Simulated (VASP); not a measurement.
# Al (Fm-3m) in VASP: settings compared

Aim: see how the results for Al move with the level of theory and the settings. Levels: PBE, B3LYP. Tasks: single point, relaxation of cell and atoms.

All numbers are computed with VASP 6.6.1; they aren't measurements. Logs are shortened: lines on timing, memory, paths and dates and some standing lists are left out, and cuts for length are marked.

## Step 1: Starting point

The structure is cubic, space group Fm-3m (No. 225). The conventional cell has a = 4.050 Å, b = 4.050 Å, c = 4.050 Å, α = 90.00°, β = 90.00°, γ = 90.00°. Al (site symmetry m-3m) is surrounded by 12 Al at 2.86 Å.

## Step 2: Single point, PBE

Contents of INCAR:

```
SYSTEM = Al
  ALGO = Normal
  EDIFF = 1E-7
  ENCUT = 520
  GGA = PE
  ISIF = 2
  ISMEAR = 0
  LASPH = .TRUE.
  LCHARG = .TRUE.
  LELF = .TRUE.
  LREAL = .FALSE.
  LVHAR = .TRUE.
  LWAVE = .FALSE.
  NELM = 100
  PREC = Accurate
  SIGMA = 0.016
```

Contents of KPOINTS:

```
k-points
0
G
  11 11 11
  0 0 0
```

Contents of POSCAR:

```
Al
1.0
    0.0000000000      2.0248050000      2.0248050000
    2.0248050000      0.0000000000      2.0248050000
    2.0248050000      2.0248050000      0.0000000000
Al
1
Direct
    0.0000000000      0.0000000000      0.0000000000
```

Potentials or basis: VASP PAW PBE potentials, release 64 (Al).

The run is started by

```console
cat potpaw_PBE.64/Al/POTCAR > POTCAR
mpirun -np 1 vasp_std > vasp.out
```

OUTCAR:

```text
SYSTEM = Al
   EDIFF = 1E-7
   ENCUT = 520
   GGA = PE
   ISIF = 2
   ISMEAR = 0
   LASPH = .TRUE.
   LREAL = .FALSE.
   NELM = 100
   PREC = Accurate

 ion  position               nearest neighbor table
   1  0.000  0.000  0.000-

  LATTYP: Found a face centered cubic cell.
 ALAT       =     4.0496100000

  Lattice vectors:

 A1 = (   0.0000000000,   2.0248050000,   2.0248050000)
 A2 = (   2.0248050000,   0.0000000000,   2.0248050000)
 A3 = (   2.0248050000,   2.0248050000,   0.0000000000)

Analysis of symmetry for initial positions (statically):
=====================================================================
 Subroutine PRICEL returns:
 Original cell was already a primitive cell.

 Routine SETGRP: Setting up the symmetry group for a
 face centered cubic supercell.

 Subroutine GETGRP returns: Found 48 space group operations
 (whereof 48 operations were pure point group operations)
 out of a pool of 48 trial point group operations.

The static configuration has the point symmetry O_h .

Analysis of symmetry for dynamics (positions and initial velocities):
=====================================================================
 Subroutine PRICEL returns:
 Original cell was already a primitive cell.

 Routine SETGRP: Setting up the symmetry group for a
 face centered cubic supercell.

 Subroutine GETGRP returns: Found 48 space group operations
 (whereof 48 operations were pure point group operations)
 out of a pool of 48 trial point group operations.

The dynamic configuration has the point symmetry O_h .

 Subroutine INISYM returns: Found 48 space group operations
 (whereof 48 operations are pure point group operations),
 and found     1 'primitive' translations

----------------------------------------------------------------------------------------

                                     Primitive cell

  volume of cell :      16.6027

  direct lattice vectors                    reciprocal lattice vectors
     0.000000000  2.024805000  2.024805000    -0.246937359  0.246937359  0.246937359
     2.024805000  0.000000000  2.024805000     0.246937359 -0.246937359  0.246937359
     2.024805000  2.024805000  0.000000000     0.246937359  0.246937359 -0.246937359

  length of vectors
     2.863506692  2.863506692  2.863506692     0.427708053  0.427708053  0.427708053

  position of ions in fractional coordinates (direct lattice)
     0.000000000  0.000000000  0.000000000

  ion indices of the primitive-cell ions
   primitive index   ion index
                 1           1

----------------------------------------------------------------------------------------

 KPOINTS: k-points

Automatic generation of k-mesh.
 Grid dimensions read from file:
 generate k-points for:   11   11   11

 Generating k-lattice:

  Cartesian coordinates                     Fractional coordinates (reciprocal lattice)
    -0.022448851  0.022448851  0.022448851     0.090909091  0.000000000  0.000000000
     0.022448851 -0.022448851  0.022448851     0.000000000  0.090909091  0.000000000
     0.022448851  0.022448851 -0.022448851     0.000000000  0.000000000  0.090909091

  Length of vectors
     0.038882550  0.038882550  0.038882550

  Shift w.r.t. Gamma in fractional coordinates (k-lattice)
     0.000000000  0.000000000  0.000000000

 Subroutine IBZKPT returns following result:
 ===========================================

 Found     56 irreducible k-points:

 Following reciprocal coordinates:
            Coordinates               Weight
  0.000000  0.000000  0.000000      1.000000
  0.090909  0.000000  0.000000      8.000000
  0.181818  0.000000  0.000000      8.000000
  0.272727  0.000000  0.000000      8.000000
  0.363636  0.000000  0.000000      8.000000
  0.454545  0.000000  0.000000      8.000000
[... 16 lines left out ...]
 -0.272727  0.181818  0.000000     24.000000
 -0.181818  0.181818  0.000000     12.000000
 [... further k-points ...]
   k-points           NKPTS =     56   k-points in BZ     NKDIM =     56   number of bands    NBANDS=      5
   number of dos      NEDOS =    301   number of ions     NIONS =      1
   total plane-waves  NPLWV =  13824
   dimension x,y,z NGX =    24 NGY =   24 NGZ =   24
   dimension x,y,z NGXF=    48 NGYF=   48 NGZF=   48
   ions per type =               1
   NGX,Y,Z   is equivalent  to a cutoff of  13.93, 13.93, 13.93 a.u.
   NGXF,Y,Z  is equivalent  to a cutoff of  27.87, 27.87, 27.87 a.u.
 SYSTEM =  Al
   PREC   = accura    normal or accurate (medium, high low for compatibility)
   ISTART =      0    job   : 0-new  1-cont  2-samecut
   ICHARG =      2    charge: 1-file 2-atom 10-const
   ISPIN  =      1    spin polarized calculation?
   LNONCOLLINEAR =      F non collinear calculations
   LSORBIT =      F    spin-orbit coupling
   LASPH  =      T    aspherical Exc in radial PAW
   ENCUT  =  520.0 eV  38.22 Ry    6.18 a.u.   5.32  5.32  5.32*2*pi/ulx,y,z
   NELM   =    100;   NELMIN=  2; NELMDL= -5     # of ELM steps
   EDIFF  = 0.1E-06   stopping-criterion for ELM
   LREAL  =      F    real-space projection
   EDIFFG = 0.1E-05   stopping-criterion for IOM
   NSW    =      0    number of steps for IOM
   IBRION =     -1    ionic relax: 0-MD 1-quasi-New 2-CG
   NFREE  =      0    steps in history (QN), initial steepest desc. (CG)
   ISIF   =      2    stress and relaxation
   ISYM   =      2    0-nonsym 1-usesym 2-fastsym
   POTIM  = 0.5000    time-step for ionic-motion
   TEBEG  =    0.0;   TEEND  =   0.0 temperature during run
   PSTRESS=    0.0 pullay stress
   NELECT =       3.0000    total number of electrons
   NUPDOWN=      -1.0000    fix difference up-down
   EMIN   =  10.00;   EMAX   =-10.00  energy-range for DOS
   EFERMI =   0.00;   METHOD = LEGACY
   ISMEAR =     0;   SIGMA  =   0.02  broadening in eV -4-tet -1-fermi 0-gaus
   EFERMI_NEDOS =   21; number of points for ismear=-14 and -15
   IALGO  =     38    algorithm
   IMIX   =      4    mixing-type and parameters
     AMIX     =   0.40;   BMIX     =  1.00
     AMIX_MAG =   1.60;   BMIX_MAG =  1.00
  volume/ion in A,a.u.               =      16.60       112.04
  Fermi-wavevector in a.u.,A,eV,Ry     =   0.925526  1.748991 11.654733  0.856599
  Thomas-Fermi vector in A             =   2.051390
   LORBIT       =      0    0 simple, 1 ext, 2 COOP (PROOUT), +10 PAW based schemes
   GGA     = PE    functional components
   LHFCALC =     F    Hartree Fock is set to
   AEXX    =    0.0000 exact exchange contribution
   IVDW    =     0    specifies the selected vdW correction
   LEPSILON=     F    determine dielectric tensor
   LRPA    =     F    only Hartree local field effects (RPA)
 non-spin polarized calculation
 Gauss-broadening in eV      SIGMA  =   0.02
  energy-cutoff  :      520.00
  volume of cell :       16.60
 maximum number of plane-waves:       459
 NGX is ok and might be reduce to    24
   NGX = 11   NGY = 11   NGZ = 11

 number of electron       3.0000000 magnetization

 Free energy of the ion-electron system (eV)
  ---------------------------------------------------
  ext. energy  EPLUGINS =         0.00000000
  ---------------------------------------------------
  free energy    TOTEN  =        -3.75262223 eV

  energy without entropy =       -3.75234774  energy(sigma->0) =       -3.75248499

 E-fermi :   7.9581     XC(G=0): -10.1745

 val. band max:        7.9411898603   @ k =  -0.4545   0.3636   0.0000
 cond. band min:       7.9680563079   @ k =   0.4545   0.1818   0.0909
 fundamental gap:      0.0268664476
 Fermi energy:         7.9581194151

 k-point     1 :       0.0000    0.0000    0.0000
  band No.  band energies     occupation
      1      -3.1566      2.00000
      2      20.5198      0.00000
      3      20.5198      0.00000
      4      20.5198      0.00000
      5      21.9647      0.00000

 k-point     2 :       0.0909    0.0000    0.0000
  band No.  band energies     occupation
      1      -2.9329      2.00000
      2      17.5987      0.00000
      3      19.8714      0.00000
      4      19.8714      0.00000
      5      22.6424      0.00000

 k-point     3 :       0.1818    0.0000    0.0000
  band No.  band energies     occupation
      1      -2.2640      2.00000
      2      13.9562      0.00000
      3      19.1379      0.00000
      4      19.1379      0.00000
      5      22.4110      0.00000

 k-point     4 :       0.2727    0.0000    0.0000
  band No.  band energies     occupation
      1      -1.1562      2.00000
      2      10.5340      0.00000
      3      18.7291      0.00000
      4      18.7291      0.00000
      5      22.1998      0.00000

 k-point     5 :       0.3636    0.0000    0.0000
  band No.  band energies     occupation
      1       0.3808      2.00000
      2       7.4338      2.00000
      3      18.6851      0.00000
      4      18.6851      0.00000
      5      20.8044      0.00000

 k-point     6 :       0.4545    0.0000    0.0000
  band No.  band energies     occupation
      1       2.3323      2.00000
      2       4.6965      2.00000
      3      19.0137      0.00000
      4      19.0137      0.00000
      5      19.7263      0.00000

 k-point     7 :       0.0909    0.0909    0.0000
  band No.  band energies     occupation
      1      -2.8584      2.00000
      2      18.6096      0.00000
      3      18.6096      0.00000
      4      18.9126      0.00000
      5      21.2982      0.00000

 k-point     8 :       0.1818    0.0909    0.0000
  band No.  band energies     occupation
      1      -2.3382      2.00000
      2      15.2774      0.00000
      3      17.6839      0.00000
      4      19.0256      0.00000
      5      21.6347      0.00000

 k-point     9 :       0.2727    0.0909    0.0000
  band No.  band energies     occupation
      1      -1.3771      2.00000
      2      11.8052      0.00000
      3      17.1280      0.00000
      4      18.6850      0.00000
      5      19.9918      0.00000

 k-point    10 :       0.3636    0.0909    0.0000
  band No.  band energies     occupation
      1       0.0162      2.00000
      2       8.6068      0.00000
      3      16.9488      0.00000
      4      18.3467      0.00000
      5      18.5932      0.00000

 k-point    11 :       0.4545    0.0909    0.0000
  band No.  band energies     occupation
      1       1.8289      2.00000
      2       5.7524      2.00000
      3      17.1222      0.00000
      4      17.1489      0.00000
      5      18.8109      0.00000

 k-point    12 :      -0.4545    0.0909    0.0000
  band No.  band energies     occupation
      1       3.2546      2.00000
      2       4.0651      2.00000
      3      16.2642      0.00000
      4      17.7294      0.00000
      5      19.4360      0.00000

 k-point    13 :      -0.3636    0.0909    0.0000
  band No.  band energies     occupation
      1       1.1792      2.00000
      2       6.6615      2.00000
      3      15.7995      0.00000
      4      18.6874      0.00000
      5      20.4457      0.00000

 k-point    14 :      -0.2727    0.0909    0.0000
  band No.  band energies     occupation
      1      -0.4955      2.00000
      2       9.6308      0.00000
      3      15.7340      0.00000
      4      19.9926      0.00000
      5      20.7625      0.00000

 k-point    15 :      -0.1818    0.0909    0.0000
  band No.  band energies     occupation
      1      -1.7459      2.00000
      2      12.9092      0.00000
      3      16.0822      0.00000
      4      20.9118      0.00000
      5      21.7263      0.00000

 k-point    16 :      -0.0909    0.0909    0.0000
  band No.  band energies     occupation
      1      -2.5609      2.00000
      2      16.1171      0.00000
      3      17.1203      0.00000
      4      21.0995      0.00000
      5      22.2710      0.00000

 k-point    17 :       0.1818    0.1818    0.0000
  band No.  band energies     occupation
      1      -1.9677      2.00000
      2      16.6079      0.00000
      3      16.6079      0.00000
      4      16.7445      0.00000
      5      19.5656      0.00000

 k-point    18 :       0.2727    0.1818    0.0000
  band No.  band energies     occupation
      1      -1.1562      2.00000
      2      13.3935      0.00000
      3      15.9140      0.00000
      4      17.2063      0.00000
      5      17.4834      0.00000

 k-point    19 :       0.3636    0.1818    0.0000
  band No.  band energies     occupation
      1       0.0888      2.00000
      2      10.1584      0.00000
      3      15.6020      0.00000
      4      15.6021      0.00000
      5      17.2542      0.00000

 k-point    20 :       0.4545    0.1818    0.0000
  band No.  band energies     occupation
      1       1.7554      2.00000
      2       7.2127      2.00000
      3      14.1980      0.00000
      4      15.6720      0.00000
      5      17.4059      0.00000

 k-point    21 :      -0.4545    0.1818    0.0000
  band No.  band energies     occupation
      1       3.8157      2.00000
      2       4.6337      2.00000
      3      13.1908      0.00000
      4      16.1240      0.00000
      5      17.9318      0.00000

 k-point    22 :      -0.3636    0.1818    0.0000
  band No.  band energies     occupation
      1       2.4035      2.00000
      2       6.2942      2.00000
      3      12.5984      0.00000
      4      16.9584      0.00000
      5      18.8522      0.00000

 k-point    23 :      -0.2727    0.1818    0.0000
  band No.  band energies     occupation
      1       0.5988      2.00000
      2       9.0784      0.00000
      3      12.4609      0.00000
      4      18.1722      0.00000
      5      20.1506      0.00000

 k-point    24 :      -0.1818    0.1818    0.0000
  band No.  band energies     occupation
      1      -0.7888      2.00000
      2      11.7509      0.00000
      3      13.1864      0.00000
      4      19.7503      0.00000
      5      21.7726      0.00000

 [... further k-points ...]

------------------------ aborting loop because EDIFF is reached ----------------------------------------

  FORCE on cell =-STRESS in cart. coord.  units (eV):
  Direction    XX          YY          ZZ          XY          YZ          ZX
  --------------------------------------------------------------------------------------
  -------------------------------------------------------------------------------------
  Total       -0.0563135     -0.0563135     -0.0563135      0.0000000     -0.0000000      0.0000000
  in kB       -5.4343001     -5.4343001     -5.4343001      0.0000000     -0.0000000      0.0000000
  external PRESSURE =      -5.4343001 kB  Pullay stress =       0.0000000 kB

 VOLUME and BASIS-vectors are now :
 -----------------------------------------------------------------------------
  energy-cutoff  :      520.00
  volume of cell :       16.60
      direct lattice vectors                 reciprocal lattice vectors
     0.000000000  2.024805000  2.024805000    -0.246937359  0.246937359  0.246937359
     2.024805000  0.000000000  2.024805000     0.246937359 -0.246937359  0.246937359
     2.024805000  2.024805000  0.000000000     0.246937359  0.246937359 -0.246937359

 POSITION                                       TOTAL-FORCE (eV/Angst)
 -----------------------------------------------------------------------------------
      0.00000      0.00000      0.00000        -0.000000      0.000000      0.000000
 -----------------------------------------------------------------------------------
    total drift:                                0.000000     -0.000000      0.000000

  FREE ENERGIE OF THE ION-ELECTRON SYSTEM (eV)
  ---------------------------------------------------
  free  energy   TOTEN  =        -3.7526222330 eV

  energy  without entropy=       -3.7523477426  energy(sigma->0) =       -3.75248499
```

Run time: 2.8 s. Hardware: 1 thread of Intel Xeon 6975P-C (Granite Rapids), shared host; peak memory 0.13 GiB.

What came out:

| Property | Result |
| --- | --- |
| Free energy | -3.7526 eV |
| Pressure | -0.5 GPa |
| Band gap on the k mesh | none (metal or under the smearing width) |

## Step 3: Relaxation of cell and atoms, B3LYP

POSCAR is that of step 2.

Contents of INCAR.step1:

```
PREC     = Accurate       # precision mode
ENCUT    = 600            # plane-wave cutoff, eV
EDIFF    = 1E-5           # SCF threshold, eV
ISMEAR   = -1             # smearing method
SIGMA    = 0.05           # smearing width, eV
LREAL    = F              # projectors in reciprocal space
LASPH    = T              # aspherical terms in the spheres
NELM     = 100            # most SCF steps
ALGO     = Normal         # electronic algorithm
LWAVE    = T              # write WAVECAR
LCHARG   = F              # write CHGCAR
GGA      = PE             # functional
```

Contents of INCAR.step2:

```
PREC     = Accurate       # precision mode
ENCUT    = 600            # plane-wave cutoff, eV
EDIFF    = 1E-6           # SCF threshold, eV
ISMEAR   = -1             # smearing method
SIGMA    = 0.05           # smearing width, eV
LREAL    = F              # projectors in reciprocal space
LASPH    = T              # aspherical terms in the spheres
NELM     = 100            # most SCF steps
ALGO     = Normal         # electronic algorithm
ISIF     = 3              # what is computed and relaxed
LWAVE    = F              # write WAVECAR
LCHARG   = F              # write CHGCAR
GGA      = B3             # functional
LHFCALC  = T              # exact exchange
AEXX     = 0.2            # exact-exchange fraction
AGGAX    = 0.72         
AGGAC    = 0.81         
ALDAC    = 0.19         
PRECFOCK = Normal       
IBRION   = 2              # ionic algorithm
NSW      = 40             # ionic steps
EDIFFG   = -0.01          # ionic threshold
ISTART   = 1
```

Contents of KPOINTS:

```
Automatic mesh
0
Gamma
  6 6 6
```

Potentials or basis: VASP PAW PBE potentials, release 64 (Al).

The run is started by

```console
cat potpaw_PBE.64/Al/POTCAR > POTCAR
cp INCAR.step1 INCAR
mpirun -np 1 vasp_std > vasp.out
cp INCAR.step2 INCAR
mpirun -np 1 vasp_std > vasp.out
```

Run time: 90 s. Hardware: 1 thread of Intel Xeon 6975P-C (Granite Rapids), shared host; peak memory 0.14 GiB.

Results (log left out):

| Item | Value |
| --- | --- |
| Free energy | -3.4230 eV |
| Relaxed volume | 17.07 Å³/atom |
| Relaxed cell | a = 2.890 Å, b = 2.890 Å, c = 2.890 Å, α = 60.00°, β = 60.00°, γ = 60.00° |
| Space group after relaxing (to 0.05 Å) | Fm-3m (No. 225) |
| Energy gained by relaxing | 2.5 meV/atom |
| Ionic steps | 2 |
| Pressure after relaxing | -0.1 GPa |
| Band gap on the k mesh | none (metal or under the smearing width) |

The path:
| step | energy change (eV) | largest force (eV/Å) | pressure (GPa) | volume (Å³) |
| --- | --- | --- | --- | --- |
| 1 | 0.0000 | 0.0000 | 1.86 | 16.60 |
| 2 | -0.0025 | 0.0000 | -0.09 | 17.07 |

Final structure:
```
Al
1.0
     0.00000    2.04362    2.04362
     2.04362    0.00000    2.04362
     2.04362    2.04362    0.00000
Al
1
Cartesian
  2.0436 2.0436 0.0000
```

Levels at points of the mesh, in eV from the Fermi level:
```tsv
k point	band 1	band 2	band 3	band 4	band 5
(0.00, 0.00, 0.00)	-12.90	13.15	13.15	13.15	14.25
(0.50, 0.00, 0.00)	-5.67	-5.66	11.55	11.55	12.03
(0.50, 0.50, 0.00)	-3.91	-2.39	5.68	5.78	5.78
```

Caveat: the k mesh is coarse (spacing up to 0.45 Å⁻¹), so the values aren't converged, least of all with exact exchange; the PAW data sets were made with another functional, which shifts forces and pressure a little.

(Part 1 of 2 ends here.)
